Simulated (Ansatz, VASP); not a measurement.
# Stiffness of cubic CuI

The cell as given, ahead of any relaxation:

```cif
data_structure
_symmetry_space_group_name_H-M 'F-43m'
_symmetry_Int_Tables_number 216
_cell_length_a 6.0630
_cell_length_b 6.0630
_cell_length_c 6.0630
_cell_angle_alpha 90.000
_cell_angle_beta 90.000
_cell_angle_gamma 90.000
_cell_volume 222.88
loop_
_atom_site_label
_atom_site_type_symbol
_atom_site_symmetry_multiplicity
_atom_site_Wyckoff_symbol
_atom_site_fract_x
_atom_site_fract_y
_atom_site_fract_z
_atom_site_occupancy
I1 I 4 a 0.00000 0.00000 0.00000 1
Cu1 Cu 4 c 0.25000 0.25000 0.25000 1
```

Constants in GPa on the cubic axes, for the cell as given (27.86 Å³ an atom) or relaxed at the run's level, with the atoms relaxed in the strained cells where symmetry lets them move; no spin polarisation, no spin-orbit coupling. Meshes are those of the run's cell of 2 atoms. Ansatz's plane-wave pressures hold its Pulay term. Occupations: fixed (run 1); gaussian 0.05 eV (run 2). Space group F-43m.

| run | level | program and potentials | k mesh | cell | C11 | C12 | C44 |
| --- | --- | --- | --- | --- | --- | --- | --- |
| 1 | PBE | Ansatz, Ansatz PAW, 420 eV | 6 × 6 × 6 | as given, 0.33 GPa | 52.5 | 34.8 | 21.8 |
| 2 | r2SCAN | VASP, PBE PAW files Cu, I, 600 eV (made for PBE) | 6 × 6 × 6 | relaxed, 27.30 Å³ an atom | 55.5 | 37.7 | 23.3 |

Task: For run 1, work out the bulk, shear and Young's moduli of a random polycrystal, Poisson's ratio and the anisotropy, and test the cell's stability.

Result: From the values as printed: B = (C11 + 2 C12)/3 = 40.7 GPa. Voigt: G_V = (C11 - C12 + 3 C44)/5 = 16.6; Reuss: G_R = 5 C44 (C11 - C12)/[4 C44 + 3 (C11 - C12)] = 13.8; Hill's mean, from the unrounded bounds, G = 15.2 GPa. Young's modulus E = 9BG/(3B + G) = 40.6 GPa, Poisson's ratio ν = (3B - 2G)/[2(3B + G)] = 0.334. Zener's ratio 2 C44/(C11 - C12) = 2.46, so the crystal is stiffest along ⟨111⟩ and softest along ⟨100⟩. C11 > |C12|, C11 + 2 C12 > 0 and C44 > 0 hold, so the cell is stable against small uniform strains, which says nothing of soft phonons. Under pressure the constants are those of stress over strain at that pressure. An equation of state at this level (Ansatz, Ansatz PAW; mesh 8 × 8 × 8) gives B0 = 38.9 GPa at its minimum of 28.08 Å³ an atom, against 27.86 here. Over the runs shown B spans 40.7 to 43.6 GPa and C44 21.8 to 23.3.
